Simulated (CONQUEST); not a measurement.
CdS (Greenockite) in CONQUEST: convergence with k mesh

Input of the first run (k mesh 1 × 1 × 1); the others differ in this setting and in those tied to it:

The input Conquest_input:

```
IO.Title CdS
IO.Coordinates coords.dat
IO.FractionalAtomicCoords T
IO.Iprint 2
IO.Iprint_init 1
General.NumberOfSpecies 2
General.PseudopotentialType hamann
AtomMove.TypeOfRun static
AtomMove.FullStress T
Grid.GridCutoff 120
DM.SolutionMethod diagon
Diag.MPMesh T
Diag.GammaCentred T
Diag.MPMeshX 1
Diag.MPMeshY 1
Diag.MPMeshZ 1
Diag.kT 0.00183747
minE.SCTolerance 1e-6
SC.MaxIters 100
IO.AtomChargeOutput T
%block ChemicalSpeciesLabel
1 112.410 Cd
2 32.070 S
%endblock
```

Contents of coords.dat:

```
    7.8423634172     0.0000000000     0.0000000000
    0.0000000000    12.7310849016     0.0000000000
    0.0000000000     0.0000000000    13.5833718892
8
  0.0049895000   0.4922930000   0.3359975000 1 T T T
  0.5049895000   0.4922930000   0.8359975000 1 T T T
  0.4974485000   0.9811260000   0.1716445000 1 T T T
  0.9974485000   0.9811260000   0.6716445000 1 T T T
  0.4918985000   0.8762440000   0.8360305000 2 T T T
  0.9918985000   0.8762440000   0.3360305000 2 T T T
  0.0316785000   0.3754500000   0.6850825000 2 T T T
  0.5316785000   0.3754500000   0.1850825000 2 T T T
```

Potentials or basis: PseudoDojo NC PBE, DZP, grid cutoff 120 Ha.

The run is started by

```bash
$ OMP_NUM_THREADS=1 Conquest
```

The cell isn't the ideal one: atoms moved at random.

Hardware: 1 thread of AMD EPYC 7B13 (Zen 3), on a shared host.

The values tried are 1 × 1 × 1, 2 × 1 × 1, 2 × 2 × 2, 3 × 2 × 2, 4 × 3 × 2, 5 × 3 × 3, 6 × 4 × 3, 7 × 4 × 4, 8 × 5 × 5, 9 × 6 × 6, loosest first. From which on does the largest force stay within 0.005 eV/Å of the tightest run that finished?

From 5 × 3 × 3 on.

```tsv
k mesh	energy less the tightest run, at zero smearing (meV/atom)	pressure (GPa)	largest force (eV/Å)	gap on the mesh (eV)	SCF cycles	CPU time (s)	peak memory (GiB)
1 × 1 × 1	1092.58	11.05	2.659	1.070	8	35	0.9
2 × 1 × 1	66.05	3.21	1.569	1.285	8	35	0.91
2 × 2 × 2	88.50	4.21	1.513	1.296	8	37	0.9
3 × 2 × 2	17.20	3.64	1.417	1.317	7	37	0.91
4 × 3 × 2	5.32	3.58	1.404	1.321	7	41	0.91
5 × 3 × 3	1.31	3.56	1.399	1.325	7	42	0.91
6 × 4 × 3	0.48	3.55	1.398	1.326	7	53	0.91
7 × 4 × 4	0.13	3.55	1.398	1.326	7	65	0.91
8 × 5 × 5	0.03	3.55	1.398	1.327	7	76	0.9
9 × 6 × 6	0.00	3.55	1.398	1.327	7	120	0.91
```

Against the tightest run, the energy stays within 1 meV/atom from 6 × 4 × 3 on; the pressure stays within 0.1 GPa from 3 × 2 × 2 on; the gap on the mesh stays within 0.01 eV from 3 × 2 × 2 on. Meshes of other sizes hit other points, so gaps and Fermi surfaces needn't settle smoothly. The tightest run that finished is the yardstick and may itself not be fully converged.

Caveat, for the tightest run too: an odd mesh through Γ misses points on the zone boundary, where band edges often lie; the basis of atomic orbitals isn't converged, which shifts pressures, moduli and gaps.
